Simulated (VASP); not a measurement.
# C: relaxation of cell and atoms with PBE

Crystal: C.

```
C
1.0
     0.00000    1.78337    1.78337
     1.78337    0.00000    1.78337
     1.78337    1.78337    0.00000
C
2
Cartesian
  0.0000 0.0000 0.0000
  0.8917 0.8917 0.8917
```

This isn't the form of C at room conditions, which is graphite.

- Program: VASP 6.6.1
- Task: relaxation of cell and atoms
- Functional: PBE
- Potentials or basis: VASP PAW PBE potentials, release 64 (C)
- Cutoff: 600 eV
- k mesh: 17 × 17 × 17
- Occupations: fermi-dirac, width 0.05 eV
- Spin: no spin polarisation
- Further INCAR settings: ALGO = Normal; EDIFF = 1e-07; IBRION = 2; EDIFFG = -0.01; NSW = 40; ISIF = 3

```yaml
Relaxed_volume: 5.69 Å³/atom
Relaxed_cell: a = 2.525 Å, b = 2.525 Å, c = 2.525 Å, α = 60.00°, β = 60.00°, γ = 60.00°
Space_group_after_relaxing_to_0.05_Å: Fd-3m (No. 227)
Energy_gained_by_relaxing: 0.1 meV/atom
Ionic_steps: 3
Pressure_after_relaxing: 0.0 GPa
Band_gap_on_the_k_mesh: 4.12 eV, indirect (least direct gap 5.58 eV)
```

Step by step:
| step | energy change (eV) | largest force (eV/Å) | pressure (GPa) | volume (Å³) |
| --- | --- | --- | --- | --- |
| 1 | 0.0000 | 0.0000 | 1.78 | 11.34 |
| 2 | 0.0001 | 0.0000 | -2.15 | 11.45 |
| 3 | -0.0003 | 0.0000 | 0.01 | 11.39 |

Final structure:
```yaml
crystal:
  lattice:
    - [0.00000, 1.78579, 1.78579]
    - [1.78579, 0.00000, 1.78579]
    - [1.78579, 1.78579, 0.00000]
  atoms:
    - { symbol: C, position: [0.00000, 0.00000, 0.00000] }
    - { symbol: C, position: [0.25000, 0.25000, 0.25000] }
```

Levels at points of the mesh, in eV from the valence-band top:
```
           k point  band 1  band 2  band 3  band 4  band 5  band 6  band 7  band 8
(0.00, 0.00, 0.00)  -21.42    0.00    0.00    0.00    5.58    5.58    5.58   13.24
```

It took 14 s on 1 thread of Intel(R) Xeon(R) 6975P-C (Granite Rapids) (shared host), peak memory 0.12 GiB.

Caveat: an odd mesh through Γ misses points on the zone boundary, where band edges often lie. PBE usually gives volumes a little too large and moduli too small.
